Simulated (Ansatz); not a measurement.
# SiO2 (I4/mmm) in Ansatz: further runs

The runs below take SiO2 through single point, with PBE.

All numbers are computed with Ansatz 0.2.0; they aren't measurements. Logs are shortened: lines on timing, memory, paths and dates and some standing lists are left out, and cuts for length are marked.

### Step 1. The structure

The structure is tetragonal, space group I4/mmm (No. 139). The conventional cell has a = 8.944 Å, b = 8.944 Å, c = 5.224 Å, α = 90.00°, β = 90.00°, γ = 90.00°. Around Si (site symmetry m2m) lie 4 O at 1.60 to 1.61 Å. Around O (site symmetry m2m) lie 2 Si at 1.61 Å. Around O (site symmetry 2/m) lie 2 Si at 1.60 Å.

The cell comes from a database or a generator and needn't be the stable form of this composition.

### Step 2. Single point, PBE

The input, input.yaml:

```yaml
crystal:
  lattice:
    - [-4.47204052, 4.47204052, 2.61177035]
    - [4.47204052, -4.47204052, 2.61177035]
    - [4.47204052, 4.47204052, -2.61177035]
  atoms:
    - { symbol: Si, position: [0.82311142, 0.82311142, 0.64622284] }
    - { symbol: Si, position: [0.17688858, 0.82311142, 0.0] }
    - { symbol: Si, position: [0.82311142, 0.17688858, 0.0] }
    - { symbol: Si, position: [0.17688858, 0.17688858, 0.35377716] }
    - { symbol: O, position: [0.0, 0.79145134, 0.79145134] }
    - { symbol: O, position: [0.20854866, 0.0, 0.20854866] }
    - { symbol: O, position: [0.79145134, 0.0, 0.79145134] }
    - { symbol: O, position: [0.0, 0.20854866, 0.20854866] }
    - { symbol: O, position: [0.0, 0.0, 0.5] }
    - { symbol: O, position: [0.5, 0.0, 0.0] }
    - { symbol: O, position: [0.0, 0.5, 0.0] }
    - { symbol: O, position: [0.5, 0.5, 0.5] }
hamiltonian:
  xc: pbe
  pseudopotentials: { kind: paw }
kpoints:
  mp_grid: { grid: [6, 6, 6] }
scf:
  occupations: { method: fermi_dirac, width: 0.05 }
basis:
  ecutwfc: "500 eV"
output:
  forces: true
  stress: true
  eigenvalues: true
```

Potentials or basis: Ansatz PAW.

Launch:

```
$ ansatz run input.yaml --threads 4 --pin off --max-ram 11264MiB --backend cpu --events-out ev --progress --plain --runs-dir out
```

What it wrote:

```text
Warning: RAYON_NUM_THREADS=4 ignored (pool sized by the plan → 4); use --threads N
Engine: ansatz 0.2.0, aarch64-unknown-linux-gnu
Pseudopotentials: kind: paw
Pseudopotential: Si, paw, valence charge 4, recommended cutoff 420 eV (normal), Si.paw.azcp
Pseudopotential: O, paw, valence charge 6, recommended cutoff 420 eV (normal), O.paw.azcp
Functional definition: PBE
  parameter kappa = 0.804
  parameter beta = 0.06672455060314922
  exchange = pbe_x(kappa = kappa, mu = beta*pi^2/3)
  correlation = pbe_c(beta = beta)
Crystal: 12 atoms, lattice volume = 208.933 Å³
Basis set: ecut = 500 eV, 5301 PW (Γ), exchange–correlation on 100×100×100 points (8 copies of the dense FFT grid, shifted against one another)
Bands: 44, of which v1, the nominal top of the filled ones, is band 32 counted from 1 (31 counted from 0)
Symmetry: 16 space group operations
Space group: I4/mmm (ITA 139), of the structure as read, at distance tolerance 5.9e-5 Å
k-points: 30 of 216
Non-local potential: Si, projectors of the file, l = 0: 2, l = 1: 2, l = 2: 2
Non-local potential: O, projectors of the file, l = 0: 2, l = 1: 2, l = 2: 1
PAW form: soft (Blöchl's): semilocal exchange-correlation on the pseudo side does not see the compensation charge
PAW one-centre angular grid: Si, 110 points (default); XC on 64 Gauss nodes
PAW one-centre angular grid: O, 110 points (default); XC on 64 Gauss nodes
Initial density: superposition of atomic densities (neutral atoms: chi_scale 0, normalization atom), corrected by the library's trained network
Initial wavefunctions: pseudopotential atomic-orbital guess
Functional: x = pbe(κ = 0.804, μ = 0.2195149727645171), c = pbe(β = 0.06672455060314922)
SCF iter   1: F=—  HF=-7096.238696 eV  |F-HF|=—  |Δ(HF+E_count)|=         —  Δρ=1.63e-3  dr2=3.48e-3  ethr=1.77e-3  ⟨swp⟩=7.2  Hψ=7117  notcnv=0  defer=23
preconditioner: auto → Resta (q_TF=auto, 2.240 Å⁻¹)  ε∞=2.6  [insulator: Δε(μ)=5.423 eV  Ē_g=16.473 eV  σ=0.050 eV  W_gap=1.00  n_scr=44 (ndim 8)  ℏωp=20.6 eV  f_vac=0.342  D(μ)=0.00/eV (n_scr^D=0)  ε∞_Penn≈2.6]
SCF iter   2: F=—  HF=-7096.240306 eV  |F-HF|=—  |Δ(HF+E_count)|=   1.61e-3  Δρ=6.76e-4  dr2=2.67e-4  ethr=5.44e-6  ⟨swp⟩=2.0  Hψ=2455  notcnv=0  defer=132
SCF iter   3: F=—  HF=-7096.240700 eV  |F-HF|=—  |Δ(HF+E_count)|=   3.94e-4  Δρ=3.08e-4  dr2=8.84e-5  ethr=4.17e-7  ⟨swp⟩=2.1  Hψ=1995  notcnv=0  defer=58
automatic band count: iteration 3 solves 41 bands in place of 44: the levels show a gap, and the empty bands left out lie too high to hold charge; the band table lists the bands solved (type scf.n_extra_bands for more)
SCF iter   4: F=—  HF=-7096.241023 eV  |F-HF|=—  |Δ(HF+E_count)|=   3.23e-4  Δρ=3.05e-5  dr2=3.02e-6  ethr=1.38e-7  ⟨swp⟩=2.0  Hψ=2017  notcnv=0  defer=58
SCF iter   5: F=—  HF=-7096.241019 eV  |F-HF|=—  |Δ(HF+E_count)|=   4.09e-6  Δρ=1.39e-5  dr2=4.03e-7  ethr=4.72e-9  ⟨swp⟩=2.2  Hψ=1858  notcnv=0  defer=58
SCF iter   6: F=—  HF=-7096.241018 eV  |F-HF|=—  |Δ(HF+E_count)|=   3.89e-7  Δρ=1.06e-5  dr2=1.67e-7  ethr=1.56e-10  ⟨swp⟩=10.9  Hψ=6542  notcnv=0
SCF iter   7: F=-7096.241018 eV  HF=-7096.241018 eV  |F-HF|=1.25e-9  |Δ(HF+E_count)|=   5.00e-8  Δρ=2.44e-6  dr2=8.44e-9  ethr=1.56e-10  ⟨swp⟩=5.9  Hψ=5084  notcnv=0
SCF 1 converged in 7 iterations: F = -7096.241018 eV  dr2 = 8.44e-9
SCF converged after 7 iterations
Free energy (F): -7096.241018 eV
Harris-Foulkes:  -7096.241018 eV  (|F-HF|=1.25e-9)
Internal energy: -7096.241018 eV  (E = F + TS)
E sigma→0 (E₀):  -7096.241018 eV
Fermi energy:    2.785474 eV
--- Per-component energies (eV) ---
  E_band       = -452.524519
  E_kinetic    = 1612.388709
  E_local      = -5496.591205  (includes V_loc(G=0)·N_el)
  E_nonlocal   = 482.579504
  E_hartree    = 2102.542558
  E_xc         = -816.292246
  E_vxc        = -947.378459  (∫ρ·V_xc dr)
  E_paw        = -3327.049500  (= ΣΔE_a)
  E_vpaw       = -308.613134  (= ΣTr[D̂ρ^β])
  E_aug_tail   = 0.008668  (compensation charges beyond the density's cutoff)
  E_ewald      = -1653.827506
  E_smearing   = -0.000000  (= −TS)
  E_closure    = -0.000000  (closes the sum)
  Σ components = -7096.241018   (vs F -7096.241018, Δ=0.00e0)
--- Forces (eV/Å), atoms counted from 1 ---
  atom   1  Si     0.03197875     0.03197875     0.00000000
  atom   2  Si     0.03197875    -0.03197875    -0.00000000
  atom   3  Si    -0.03197875     0.03197875     0.00000000
  atom   4  Si    -0.03197875    -0.03197875     0.00000000
  atom   5  O     -0.21626672     0.00000000    -0.00000000
  atom   6  O     -0.00000000     0.21626672     0.00000000
  atom   7  O     -0.00000000    -0.21626672     0.00000000
  atom   8  O      0.21626672     0.00000000     0.00000000
  atom   9  O      0.00000000     0.00000000     0.00000000
  atom  10  O      0.00000000    -0.00000000     0.00000000
  atom  11  O      0.00000000    -0.00000000     0.00000000
  atom  12  O      0.00000000     0.00000000    -0.00000000
  max |Σ_I F_I| component: 2.78e-17 eV/Å
--- Stress (GPa, compression-positive) ---
        3.595971       0.000000       0.000000
        0.000000       3.595971      -0.000000
        0.000000       0.000000       3.817422
  P = ⅓ Tr σ = 3.6698 GPa (36.698 kbar)
--- Band table (eV; the first three rows and the last of 30) ---
  k-point 0: bands = ["-19.4933", "-18.6311", "-18.0814", "-18.0814", "-17.4865", "-17.4547", "-17.4547", "-17.4340", "-8.9930", "-8.9930", "-7.4345", "-5.9999", "-5.8165", "-5.8165", "-5.4800", "-5.4355", "-3.3387", "-2.7867", "-2.7867", "-2.6262", "-2.1231", "-2.0715", "-2.0715", "-1.9774", "-1.9774", "-1.4222", "-1.3870", "-1.3870", "-0.8363", "-0.6865", "-0.0376", "-0.0296", "5.4338", "8.3512", "8.5918", "8.8761", "9.1995", "9.5458", "9.5458", "10.2765", "10.2765"]
  k-point 1: bands = ["-19.4584", "-18.7367", "-18.0794", "-18.0121", "-17.4788", "-17.4547", "-17.4547", "-17.4368", "-9.0934", "-8.9841", "-7.2752", "-5.9676", "-5.8606", "-5.8031", "-5.5173", "-5.4706", "-3.3316", "-2.7478", "-2.7466", "-2.6123", "-2.1836", "-2.1501", "-2.1154", "-2.0743", "-1.9247", "-1.4923", "-1.4095", "-1.2750", "-0.6916", "-0.6365", "-0.1015", "-0.0715", "5.6014", "8.1852", "8.5490", "8.9528", "9.1102", "9.5770", "9.6565", "10.1209", "10.1815"]
  k-point 2: bands = ["-19.3604", "-18.9373", "-18.0752", "-17.9145", "-17.4607", "-17.4548", "-17.4547", "-17.4423", "-9.2599", "-8.9661", "-6.9600", "-5.9786", "-5.8777", "-5.7632", "-5.6169", "-5.5534", "-3.3073", "-2.6545", "-2.6388", "-2.5758", "-2.3307", "-2.2580", "-2.2426", "-2.2205", "-1.8661", "-1.6112", "-1.4562", "-0.9877", "-0.5096", "-0.4817", "-0.2944", "-0.1663", "6.0621", "7.5516", "8.6212", "8.9722", "9.2534", "9.6899", "9.8032", "9.8564", "10.0305"]
  k-point 29: bands = ["-19.0722", "-19.0722", "-18.6581", "-17.4660", "-17.4570", "-17.4436", "-17.4429", "-17.4429", "-10.0489", "-7.9124", "-6.5703", "-6.5703", "-5.9433", "-5.7412", "-5.7412", "-5.4374", "-3.3500", "-3.0092", "-2.6983", "-2.5399", "-2.3736", "-2.3736", "-2.2826", "-1.8060", "-1.8060", "-1.5813", "-1.4500", "-1.0302", "-1.0302", "-0.1916", "-0.0239", "-0.0239", "7.6168", "7.6395", "7.6395", "8.0085", "8.7092", "8.7092", "9.2226", "9.8791", "9.8791"]
```

Wall time 6 s (4 threads of Arm Neoverse V1, shared host); peak memory 0.77 GiB.

What came out:

- Free energy: -7096.2410 eV
- Pressure: 3.7 GPa
- Largest force: 0.216 eV/Å
- Band gap on the k mesh: 5.46 eV, indirect (least direct gap 5.46 eV)

Forces in eV/Å, atoms in the order of the input:
```
Si   0.032  0.032  0.000
Si   0.032 -0.032  0.000
Si  -0.032  0.032  0.000
Si  -0.032 -0.032  0.000
O   -0.216  0.000  0.000
O    0.000  0.216  0.000
O    0.000 -0.216  0.000
O    0.216  0.000  0.000
O    0.000  0.000  0.000
O    0.000  0.000  0.000
O    0.000  0.000  0.000
O    0.000  0.000  0.000
```

Stress tensor (GPa, compression positive):
```
3.60 0.00 0.00
0.00 3.60 0.00
0.00 0.00 3.82
```

A k mesh can miss the band edges. A hybrid or GW would open this gap; PBE tends to underestimate it.

### Step 3. Single point, PBE

input.yaml, as its differences from that of step 2:

```diff
@@ -22,7 +22,5 @@
 kpoints:
-  mp_grid: { grid: [6, 6, 6] }
+  mp_grid: { grid: [8, 8, 8] }
 scf:
   occupations: { method: fermi_dirac, width: 0.05 }
-basis:
-  ecutwfc: "500 eV"
 output:
```

Potentials or basis: Ansatz PAW.

Launch:

```
$ ansatz run input.yaml --threads 4 --pin off --max-ram 11264MiB --backend cpu --events-out ev --progress --plain --runs-dir out
```

It took 7.4 s on 4 threads of Arm Neoverse V1, shared host; peak memory 0.79 GiB.

The run converged. Its results:

```yaml
Free_energy: -7096.2010 eV
Pressure: 3.7 GPa
Largest_force: 0.216 eV/Å
Band_gap_on_the_k_mesh: 5.46 eV, indirect (least direct gap 5.46 eV)
```

Forces on the atoms (eV/Å):
```
Si   0.032  0.032  0.000
Si   0.032 -0.032  0.000
Si  -0.032  0.032  0.000
Si  -0.032 -0.032  0.000
O   -0.216  0.000  0.000
O    0.000  0.216  0.000
O    0.000 -0.216  0.000
O    0.216  0.000  0.000
O    0.000  0.000  0.000
O    0.000  0.000  0.000
O    0.000  0.000  0.000
O    0.000  0.000  0.000
```

Stress tensor (GPa, compression positive):
```
3.58 0.00 0.00
0.00 3.58 0.00
0.00 0.00 3.80
```

Levels at points of the mesh, in eV from the valence-band top:
```tsv
k point	band 28	band 29	band 30	band 31	band 32	band 33	band 34	band 35	band 36	band 37
(0.00, 0.00, 0.00)	-1.36	-0.81	-0.66	-0.01	-0.01	5.46	8.37	8.62	8.90	9.22
(0.00, 0.00, -0.50)	-0.75	-0.45	-0.37	-0.37	-0.24	6.61	6.96	8.70	8.93	9.55
(0.00, -0.50, 0.00)	-1.13	-1.10	-0.77	-0.59	-0.24	7.68	7.76	8.66	8.96	9.29
(-0.50, -0.50, -0.50)	-1.01	-1.01	-0.17	0.00	0.00	7.64	7.66	7.66	8.03	8.73
```

Caveat: the pressure holds a Pulay correction of +0.4 GPa for the finite cutoff. A k mesh can miss the band edges.
